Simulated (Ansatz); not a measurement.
# Si (I4/mmm) in Ansatz: further runs

One crystal, Si, is run at these levels: PBEsol; tasks: single point, equation of state.

Everything below comes from runs of Ansatz 0.2.0. Logs are shortened: lines on timing, memory, paths and dates and some standing lists are left out, and cuts for length are marked.

## 1. The structure

Symmetry: I4/mmm, No. 139, tetragonal system. Conventional cell: a = 3.254 Å, b = 3.254 Å, c = 2.641 Å, α = 90.00°, β = 90.00°, γ = 90.00°. Si (site symmetry 4/mmm) is surrounded by 10 Si at 2.64 to 2.65 Å.

This isn't the form of Si at room conditions, which is diamond.

## 2. Single point, PBEsol, 13.14 Å³/atom (volume scaled by 0.94)

input.yaml

```yaml
crystal:
  lattice:
    - [-1.5937032655, 1.5937032655, 1.29337678]
    - [1.5937032655, -1.5937032655, 1.29337678]
    - [1.5937032655, 1.5937032655, -1.29337678]
  atoms:
    - { symbol: Si, position: [0.0, 0.0, 0.0] }
hamiltonian:
  xc: pbesol
  pseudopotentials: { kind: paw }
kpoints:
  mp_grid: { grid: [13, 13, 13] }
scf:
  occupations: { method: fermi_dirac, width: 0.05 }
output:
  forces: true
  stress: true
  eigenvalues: true
  write_density: true
  write_potential: true
  elf: true
  volumetric_format: npy
```

Potentials or basis: Ansatz PAW.

The run is started by

```
ansatz run input.yaml --threads 2 --pin off --max-ram 5632MiB --backend cpu --events-out ev --progress --plain --runs-dir out
```

Output:

```text
Warning: RAYON_NUM_THREADS=2 ignored (pool sized by the plan → 2); use --threads N
Engine: ansatz 0.2.0, x86_64-unknown-linux-gnu
Pseudopotentials: kind: paw
Pseudopotential: Si, paw, valence charge 4, recommended cutoff 420 eV (normal), Si.paw.azcp
Functional definition: PBEsol
  exchange = pbesol_x
  correlation = pbesol_c
Crystal: 1 atoms, lattice volume = 13.140 Å³
Basis set: ecut = 420 eV, 273 PW (Γ), exchange–correlation on 36×36×36 points (8 copies of the dense FFT grid, shifted against one another)
Bands: 6, of which v1, the nominal top of the filled ones, is band 2 counted from 1 (1 counted from 0)
Symmetry: 16 space group operations
Space group: I4/mmm (ITA 139), of the structure as read, at distance tolerance 2.4e-5 Å
k-points: 196 of 2197
Non-local potential: Si, projectors of the file, l = 0: 2, l = 1: 2, l = 2: 2
PAW form: soft (Blöchl's): semilocal exchange-correlation on the pseudo side does not see the compensation charge
PAW frozen core: Si, regenerated for the run's functional, and the local potential with it (the file was generated under x = pbe(κ = 0.804, μ = 0.2195149727645171), c = pbe(β = 0.06672455060314922))
PAW one-centre angular grid: Si, 110 points (default); XC on 64 Gauss nodes
Initial density: superposition of atomic densities (neutral atoms: chi_scale 0, normalization atom), corrected by the library's trained network
Initial wavefunctions: pseudopotential atomic-orbital guess
Functional: x = pbesol(κ = 0.804, μ = 0.12345679012345678), c = pbesol(β = 0.046)
SCF iter   1: F=—  HF=-621.106052 eV  |F-HF|=—  |Δ(HF+E_count)|=         —  Δρ=1.97e-3  dr2=3.41e-4  ethr=1.77e-3  ⟨swp⟩=5.2  Hψ=11151  notcnv=0
preconditioner: auto → none  [metal: Δε(μ)=0.030 eV  Ē_g=14.625 eV  σ=0.050 eV  W_gap=0.15  n_scr=0 (ndim 8)  ℏωp=20.5 eV  f_vac=0.000  D(μ)=0.60/eV (n_scr^D=4)]
SCF iter   2: F=—  HF=-621.105999 eV  |F-HF|=—  |Δ(HF+E_count)|=   5.28e-5  Δρ=9.22e-4  dr2=6.78e-5  ethr=8.53e-6  ⟨swp⟩=1.8  Hψ=2922  notcnv=0
SCF iter   3: F=—  HF=-621.105996 eV  |F-HF|=—  |Δ(HF+E_count)|=   2.96e-6  Δρ=6.77e-5  dr2=3.07e-7  ethr=1.70e-6  ⟨swp⟩=2.0  Hψ=1520  notcnv=0
iter 4 did not close the SCF: its close was put off for the readings that it lacked (scf_convergence_deferred on its scf_iter line)
SCF iter   4: F=-621.105996 eV  HF=-621.105996 eV  |F-HF|=1.78e-8  |Δ(HF+E_count)|=  4.04e-10  Δρ=2.20e-5  dr2=1.84e-8  ethr=7.69e-9  ⟨swp⟩=1.7  Hψ=1367  notcnv=0
iter 5 did not close the SCF: its close was put off for the readings that it lacked (scf_convergence_deferred on its scf_iter line)
SCF iter   5: F=-621.105996 eV  HF=-621.105996 eV  |F-HF|=5.09e-11  |Δ(HF+E_count)|=   1.86e-8  Δρ=1.16e-6  dr2=6.00e-11  ethr=4.61e-10  ⟨swp⟩=1.1  Hψ=1150  notcnv=0
SCF iter   6: F=-621.105996 eV  HF=-621.105996 eV  |F-HF|=2.27e-13  |Δ(HF+E_count)|=  6.30e-11  Δρ=9.83e-8  dr2=7.71e-13  ethr=1.50e-12  ⟨swp⟩=3.5  Hψ=4482  notcnv=0
SCF 1 converged in 6 iterations: F = -621.105996 eV  dr2 = 7.71e-13
SCF converged after 6 iterations
Free energy (F): -621.105996 eV
Harris-Foulkes:  -621.105996 eV  (|F-HF|=2.27e-13)
Internal energy: -621.101238 eV  (E = F + TS)
E sigma→0 (E₀):  -621.103617 eV
Entropy (-TS):   -0.004758 eV (-4.758 meV/atom)
Fermi energy:    11.960347 eV
--- Per-component energies (eV) ---
  E_band       = 23.759945
  E_kinetic    = 43.357434
  E_local      = 5.368968  (includes V_loc(G=0)·N_el)
  E_nonlocal   = 25.546676
  E_hartree    = 0.391593
  E_xc         = -56.550533
  E_vxc        = -49.232395  (∫ρ·V_xc dr)
  E_paw        = -498.502874  (= ΣΔE_a)
  E_vpaw       = -2.063931  (= ΣTr[D̂ρ^β])
  E_aug_tail   = 0.000006  (compensation charges beyond the density's cutoff)
  E_ewald      = -140.744069
  E_core_change = 0.031561  (= ΣΔE_core)
  E_smearing   = -0.004758  (= −TS)
  E_closure    = 0.000000  (closes the sum)
  Σ components = -621.105996   (vs F -621.105996, Δ=0.00e0)
--- Forces (eV/Å), atoms counted from 1 ---
  atom   1  Si     0.00000000     0.00000000    -0.00000000
  max |Σ_I F_I| component: 1.97e-31 eV/Å
--- Stress (GPa, compression-positive) ---
        8.891702       0.000000      -0.000000
        0.000000       8.891702      -0.000000
        0.000000      -0.000000       6.792846
  P = ⅓ Tr σ = 8.1921 GPa (81.921 kbar)
--- Band table (eV; the first three rows and the last of 196) ---
  k-point 0: bands = ["-3.3458", "21.6999", "22.7938", "22.7938", "25.2445", "26.9280"]
  k-point 1: bands = ["-3.1770", "19.2321", "22.9001", "23.8046", "25.6332", "26.1724"]
  k-point 2: bands = ["-2.6716", "16.0076", "23.2039", "24.2183", "24.3216", "26.3171"]
  k-point 195: bands = ["8.2469", "9.5442", "11.4303", "13.5943", "16.4885", "18.9621"]
```

Run time: 0.51 s. Hardware: 2 threads of Intel Xeon 6975P-C (Granite Rapids), shared host; peak memory 0.33 GiB.

What came out:

```yaml
Free_energy: -621.1060 eV
Pressure: 8.2 GPa
Band_gap_on_the_k_mesh: none (metal or under the smearing width)
```

Caveat: the PAW data sets come from PBE, with cores solved anew for the run's functional, which leaves a small shift of forces and pressure.

## 3. Single point, PBEsol, 13.42 Å³/atom (volume scaled by 0.96)

input.yaml: that of step 2 with these lines changed.

```diff
@@ -2,5 +2,5 @@
   lattice:
-    - [-1.5937032655, 1.5937032655, 1.29337678]
-    - [1.5937032655, -1.5937032655, 1.29337678]
-    - [1.5937032655, 1.5937032655, -1.29337678]
+    - [-1.6049268977, 1.6049268977, 1.3024853673]
+    - [1.6049268977, -1.6049268977, 1.3024853673]
+    - [1.6049268977, 1.6049268977, -1.3024853673]
   atoms:
```

Potentials or basis: Ansatz PAW.

The run is started by

```
ansatz run input.yaml --threads 2 --pin off --max-ram 5632MiB --backend cpu --events-out ev --progress --plain --runs-dir out
```

It took 0.52 s on 2 threads of Intel Xeon 6975P-C (Granite Rapids), shared host; peak memory 0.33 GiB.

Results (log left out):

```
Free energy            : -621.1179 eV
Pressure               : 5.5 GPa
Band gap on the k mesh : none (metal or under the smearing width)
```

Caveat: the PAW data sets come from PBE, with cores solved anew for the run's functional, which leaves a small shift of forces and pressure.

## 4. Single point, PBEsol, 13.70 Å³/atom (volume scaled by 0.98)

input.yaml: that of step 3 with these lines changed.

```diff
@@ -2,5 +2,5 @@
   lattice:
-    - [-1.6049268977, 1.6049268977, 1.3024853673]
-    - [1.6049268977, -1.6049268977, 1.3024853673]
-    - [1.6049268977, 1.6049268977, -1.3024853673]
+    - [-1.6159957088, 1.6159957088, 1.3114683088]
+    - [1.6159957088, -1.6159957088, 1.3114683088]
+    - [1.6159957088, 1.6159957088, -1.3114683088]
   atoms:
```

The run is started by

```
ansatz run input.yaml --threads 2 --pin off --max-ram 5632MiB --backend cpu --events-out ev --progress --plain --runs-dir out
```

Wall time 0.53 s (2 threads of Intel Xeon 6975P-C (Granite Rapids), shared host); peak memory 0.32 GiB.

The run converged. Its results:

| Property | Result |
| --- | --- |
| Free energy | -621.1254 eV |
| Pressure | 3.1 GPa |
| Band gap on the k mesh | none (metal or under the smearing width) |

Caveat: the PAW data sets come from PBE, with cores solved anew for the run's functional, which leaves a small shift of forces and pressure.

## 5. Single point, PBEsol, 13.98 Å³/atom

input.yaml

```yaml
crystal:
  lattice:
    - [-1.62691493, 1.62691493, 1.32032985]
    - [1.62691493, -1.62691493, 1.32032985]
    - [1.62691493, 1.62691493, -1.32032985]
  atoms:
    - { symbol: Si, position: [0.0, 0.0, 0.0] }
hamiltonian:
  xc: pbesol
  pseudopotentials: { kind: paw }
kpoints:
  mp_grid: { grid: [13, 13, 13] }
scf:
  occupations: { method: fermi_dirac, width: 0.05 }
output:
  forces: true
  stress: true
  eigenvalues: true
```

The run is started by

```
ansatz run input.yaml --threads 2 --pin off --max-ram 5632MiB --backend cpu --events-out ev --progress --plain --runs-dir out
```

Run time: 0.4 s. Hardware: 2 threads of Intel Xeon 6975P-C (Granite Rapids), shared host; peak memory 0.3 GiB.

The run converged. Its results:

- Free energy: -621.1289 eV
- Pressure: 0.9 GPa
- Band gap on the k mesh: none (metal or under the smearing width)

Caveat: the PAW data sets come from PBE, with cores solved anew for the run's functional, which leaves a small shift of forces and pressure.

## 6. Single point, PBEsol, 14.26 Å³/atom (volume scaled by 1.02)

input.yaml: that of step 5 with these lines changed.

```diff
@@ -2,5 +2,5 @@
   lattice:
-    - [-1.62691493, 1.62691493, 1.32032985]
-    - [1.62691493, -1.62691493, 1.32032985]
-    - [1.62691493, 1.62691493, -1.32032985]
+    - [-1.6376895151, 1.6376895151, 1.3290740111]
+    - [1.6376895151, -1.6376895151, 1.3290740111]
+    - [1.6376895151, 1.6376895151, -1.3290740111]
   atoms:
```

Potentials or basis: Ansatz PAW.

The run is started by

```
ansatz run input.yaml --threads 2 --pin off --max-ram 5632MiB --backend cpu --events-out ev --progress --plain --runs-dir out
```

It took 0.39 s on 2 threads of Intel Xeon 6975P-C (Granite Rapids), shared host; peak memory 0.33 GiB.

The run converged. Its results:

| Quantity | Value |
| --- | --- |
| Free energy | -621.1287 eV |
| Pressure | -1.0 GPa |
| Band gap on the k mesh | none (metal or under the smearing width) |

Caveat: the PAW data sets come from PBE, with cores solved anew for the run's functional, which leaves a small shift of forces and pressure.

## 7. Single point, PBEsol, 14.54 Å³/atom (volume scaled by 1.04)

input.yaml

```yaml
crystal:
  lattice:
    - [-1.6483241605, 1.6483241605, 1.3377046037]
    - [1.6483241605, -1.6483241605, 1.3377046037]
    - [1.6483241605, 1.6483241605, -1.3377046037]
  atoms:
    - { symbol: Si, position: [0.0, 0.0, 0.0] }
hamiltonian:
  xc: pbesol
  pseudopotentials: { kind: paw }
kpoints:
  mp_grid: { grid: [13, 13, 13] }
scf:
  occupations: { method: fermi_dirac, width: 0.05 }
output:
  forces: true
  stress: true
  eigenvalues: true
  write_density: true
  write_potential: true
  elf: true
  volumetric_format: npy
```

The run is started by

```
ansatz run input.yaml --threads 2 --pin off --max-ram 5632MiB --backend cpu --events-out ev --progress --plain --runs-dir out
```

Run time: 0.53 s. Hardware: 2 threads of Intel Xeon 6975P-C (Granite Rapids), shared host; peak memory 0.34 GiB.

It converged, with:

- Free energy: -621.1254 eV
- Pressure: -2.7 GPa
- Band gap on the k mesh: none (metal or under the smearing width)

Caveat: the PAW data sets come from PBE, with cores solved anew for the run's functional, which leaves a small shift of forces and pressure.

## 8. Single point, PBEsol, 14.82 Å³/atom (volume scaled by 1.06)

input.yaml

```yaml
crystal:
  lattice:
    - [-1.6588233236, 1.6588233236, 1.3462252449]
    - [1.6588233236, -1.6588233236, 1.3462252449]
    - [1.6588233236, 1.6588233236, -1.3462252449]
  atoms:
    - { symbol: Si, position: [0.0, 0.0, 0.0] }
hamiltonian:
  xc: pbesol
  pseudopotentials: { kind: paw }
kpoints:
  mp_grid: { grid: [13, 13, 13] }
scf:
  occupations: { method: fermi_dirac, width: 0.05 }
output:
  forces: true
  stress: true
  eigenvalues: true
```

The run is started by

```
ansatz run input.yaml --threads 2 --pin off --max-ram 5632MiB --backend cpu --events-out ev --progress --plain --runs-dir out
```

It took 0.41 s on 2 threads of Intel Xeon 6975P-C (Granite Rapids), shared host; peak memory 0.32 GiB.

The run converged. Its results:

```
Free energy            : -621.1194 eV
Pressure               : -4.2 GPa
Band gap on the k mesh : none (metal or under the smearing width)
```

Caveat: the PAW data sets come from PBE, with cores solved anew for the run's functional, which leaves a small shift of forces and pressure.

## 9. Equation of state, PBEsol

Potentials or basis: Ansatz PAW.

This step only gathers the single runs of the series.

What came out:

```yaml
Equilibrium_volume: 14.11 Å³/atom
Bulk_modulus_at_fixed_shape_and_positions: 97 GPa
Pressure_derivative_of_the_bulk_modulus: "4.8 (rough: it moves with the points fitted)"
```

Energy against volume, from the lowest point:
| volume (Å³/atom) | energy (meV/atom) |
| --- | --- |
| 13.140 | 22.88 |
| 13.420 | 10.99 |
| 13.699 | 3.50 |
| 13.979 | 0.00 |
| 14.258 | 0.14 |
| 14.538 | 3.46 |
| 14.818 | 9.49 |

Caveat: the cell was scaled at fixed shape and fractional positions, which overstates the stiffness of a crystal with free parameters, most of all of layers and chains.
